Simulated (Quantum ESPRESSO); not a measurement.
# NaF (Villiaumite) in Quantum ESPRESSO: the effect of target pressure

The system is NaF (Villiaumite).

```
Na F
1.0
     0.00000    2.32000    2.32000
     2.32000    0.00000    2.32000
     2.32000    2.32000    0.00000
Na F
1 1
Direct
  0.00000 0.00000 0.00000
  0.50000 0.50000 0.50000
```

Alike in all runs:

* Program: Quantum ESPRESSO 7.5
* Task: phonons
* Functional: PBEsol
* Potentials or basis: GBRV 1.5 PBEsol
* Cutoff: 612 eV
* Density cutoff: 4898 eV
* k mesh: 6 × 6 × 6, shifted
* Occupations: fermi-dirac, width 0.05 eV
* Spin: no spin polarisation

Each run relaxes the cell or the atoms first.

Q: One run gave: relaxed volume 8.79 Å³/atom; dielectric constant 1.98 mean; highest phonon frequency 488 cm⁻¹. Which target pressure did it use?
A. 5 GPa
B. 0 GPa
C. 40 GPa
D. 10 GPa
E. 20 GPa

A: C.

```tsv
target pressure	relaxed volume (Å³/atom)	dielectric constant (mean)	highest phonon frequency (cm⁻¹)
0 GPa	12.53	1.89	242
5 GPa	11.52	1.91	294
10 GPa	10.83	1.93	334
20 GPa	9.91	1.95	396
40 GPa	8.79	1.98	488
```

Caveats: the cell is more than 3 GPa from zero pressure, which shifts response properties (some runs); the volume moved by over 15 % at a fixed basis, so the end points are rough (some runs).

Runs at the PBE level aren't shown here.
